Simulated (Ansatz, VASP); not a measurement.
**WS2: VASP beside Ansatz**

File INCAR:

```
SYSTEM = WS2
PREC = Accurate
ENCUT = 520
EDIFF = 1E-6
ISMEAR = 0
SIGMA = 0.05
LREAL = .FALSE.
LASPH = .TRUE.
NELM = 60
ALGO = Normal
ISIF = 2
LWAVE = .FALSE.
LCHARG = .FALSE.
GGA = PS
NBANDS = 20
```

The input KPOINTS:

```
Automatic mesh
0
G
  12 12 2
  0 0 0
```

The input POSCAR:

```
WS2
1.0
    3.1835163552      0.0000000000      0.0000000000
   -1.5917581776      2.7570060369      0.0000000000
    0.0000000000      0.0000000000     16.2725547744
W S
1 2
Direct
    0.3333333333      0.6666666667      0.0000000000
    0.6666666667      0.3333333333      0.9079994900
    0.6666666667      0.3333333333      0.0920005100
```

Input for Ansatz:

```yaml
crystal:
  lattice:
    - [3.1835163552, 0.0, 0.0]
    - [-1.5917581776, 2.7570060369, 0.0]
    - [0.0, 0.0, 16.2725547744]
  atoms:
    - { symbol: W, position: [0.3333333333, 0.6666666667, 0.0] }
    - { symbol: S, position: [0.6666666667, 0.3333333333, 0.90799949] }
    - { symbol: S, position: [0.6666666667, 0.3333333333, 0.09200051] }
basis:
  ecutwfc: 420
kpoints:
  mp_grid: { grid: [12, 12, 2] }
hamiltonian:
  xc: pbesol
scf:
  occupations: { method: gaussian, width: 0.05 }
output:
  forces: true
  stress: true
  eigenvalues: true
  write_density: true
  write_potential: true
  elf: true
  volumetric_format: npy
```

Change from the starting cell: strain +0.000 along x and y, -0.040 along z, atoms carried along.

Alike in both runs: task single point; functional PBEsol; k mesh 12 × 12 × 2; occupations gaussian, width 0.05 eV; no spin polarisation.

```csv
,VASP,Ansatz
version,VASP 6.6.1,Ansatz 0.2.0
potentials or method,"VASP PAW PBE potentials, release 64 (W_sv, S)","scalar-relativistic, plane waves, PAW"
plane-wave cutoff (eV),520,420
valence electrons in the cell,26,26
```

|  | VASP | Ansatz | Ansatz less VASP |
| --- | --- | --- | --- |
| gap on the k mesh at the Fermi level (eV) | 1.30 | 1.29 | -0.015 |
| least direct gap on the mesh (eV) | 1.63 | 1.62 | -0.005 |
| rms of the force components (eV/Å) | 0.587 | 0.576 | -0.0109 |

Atom by atom the forces differ by 0.011 eV/Å (rms over components). Ansatz warned: «xc_potential_rough_in_thin_density».

Caveats: the PAW data sets were made with another functional, which shifts forces and pressure a little (VASP); spin-orbit coupling is left out, which moves the levels of the heavy elements.
